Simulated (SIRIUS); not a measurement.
## CoSi2: band structure with PBE

Crystal: CoSi2.

```
Co Si
1.0
     0.00000    2.67800    2.67800
     2.67800    0.00000    2.67800
     2.67800    2.67800    0.00000
Co Si
1 2
Direct
  0.00000 0.00000 0.00000
  0.75000 0.75000 0.75000
  0.25000 0.25000 0.25000
```

```json
{
  "Program": "SIRIUS 7.12.0",
  "Task": "band structure",
  "Functional": "PBE",
  "Potentials or basis": "all-electron FP-LAPW",
  "Cutoff": "218 eV",
  "Basis": "apw+lo standard",
  "k mesh": "9 × 9 × 9",
  "Occupations": "fermi-dirac, width 0.05 eV",
  "Spin": "non-collinear spin, ferromagnetic start, spin-orbit coupling",
  "Starting moments": "[[0, 0, 2.0], [0, 0, 0.0], [0, 0, 0.0]] μB",
  "Muffin tin radii": "Co 2.2, Si 2.11 bohr",
  "Basis cutoff (gk_cutoff)": "4 1/bohr",
  "Cutoff of density and potential (pw_cutoff)": "21 1/bohr",
  "lmax of the basis": "10",
  "lmax of density and potential": "8",
  "Valence relativity": "iora",
  "Core states": "Co 1s2s2p, Si 1s",
  "Local orbitals (radial functions)": "Co 13, Si 12",
  "Reference energy of the basis": "0.35 Ha",
  "Smallest sphere radius times basis cutoff": "8.44",
  "Start of the SCF": "LDA density"
}
```

* Band gap along the path: none (metal or under the smearing width)
* All electrons inside the program's atomic spheres: Co 26.21; Si 12.05 (radii Co 2.2, Si 2.11 bohr)

Levels at the corners of the path, in eV from the Fermi level:
```tsv
point	band 39	band 40	band 41	band 42	band 43	band 44	band 45	band 46
Γ	3.42	3.42	3.42	3.42	3.43	3.43	3.48	3.48
X	-1.82	-1.82	-1.29	-1.29	1.63	1.63	2.97	2.97
W	-1.41	-1.41	-0.64	-0.64	3.65	3.65	3.68	3.68
K	-1.18	-1.18	-0.93	-0.93	2.02	2.02	5.00	5.00
Γ	3.42	3.42	3.42	3.42	3.43	3.43	3.48	3.48
L	-0.49	-0.49	-0.42	-0.42	2.72	2.72	3.42	3.42
U	-1.18	-1.18	-0.93	-0.93	2.02	2.02	5.00	5.00
W	-1.41	-1.41	-0.64	-0.64	3.65	3.65	3.68	3.68
L	-0.49	-0.49	-0.42	-0.42	2.72	2.72	3.42	3.42
K	-1.18	-1.18	-0.93	-0.93	2.02	2.02	5.00	5.00
```

Wall time 6.2 min on 1 thread of Intel(R) Xeon(R) 6975P-C (Granite Rapids), on a shared host, peak memory 2 GiB.

Caveat: spin-orbit coupling enters by second variation, whose total energy isn't converged in the number of states and isn't listed, and the forces lack its term; the starting moments collapsed, and a magnetic state may lie lower.
